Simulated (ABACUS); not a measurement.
Runs of ABACUS 3.10.1 on Au. Symmetry: Fm-3m, No. 225, cubic system. The conventional cell has a = 4.070 Å, b = 4.070 Å, c = 4.070 Å, α = 90.00°, β = 90.00°, γ = 90.00°. Au (site symmetry m-3m) has 12 Au at 2.88 Å as nearest neighbours. 

| task | level | potentials or basis | cell | k mesh | cutoff (eV) | SCF threshold on the density | eigensolver | orbital files | max steps of the relaxation | force threshold | gap on the mesh (eV) | pressure (GPa) |
| --- | --- | --- | --- | --- | --- | --- | --- | --- | --- | --- | --- | --- |
| single point | PBE | PseudoDojo NC SR 0.4.1 PBE standard, plane waves | as given | 11 × 11 × 11 | 1034 | 1e-08 | dav | - | - | - | none | (a) |
| single point | PBEsol | PseudoDojo NC SR 0.4.1 PBE standard, DZP LCAO (the cutoffs set its grid) | as given | 10 × 10 × 10 | 1361 | 1e-07 | genelpa | Au Au_confined-atom_7au_3s2p2d1f.orb | - | - | none | 3.1 |
| relaxation of cell and atoms | PBEsol | PseudoDojo NC SR 0.4.1 PBE standard, DZP LCAO (the cutoffs set its grid) | relaxed | 10 × 10 × 10 | 1361 | 1e-07 | genelpa | Au Au_confined-atom_7au_3s2p2d1f.orb | 40 | 0.01 eV/Å | - | 0.0 |
| single point | PBE | PseudoDojo NC SR 0.4.1 PBE standard, plane waves | cell strained at random at fixed volume | 11 × 11 × 11 | 1034 | 1e-08 | dav | - | - | - | none | 10.6 |

Alike in all rows: no spin polarisation; smearing fermi-dirac 0.05 eV.

Problem. Estimate the missing entries.

Solution. (a) 10.4.

Caveats: the atomic orbitals were generated for these runs and aren't a published set (some runs); the potentials were made for another functional, which shifts forces and pressure (some runs); the basis of atomic orbitals isn't converged, which shifts pressures, moduli and gaps (some runs).

A k mesh can miss the band edges, and the runs leave out spin-orbit coupling on Au.

A gap of «none» marks a metal or a gap under the smearing width.
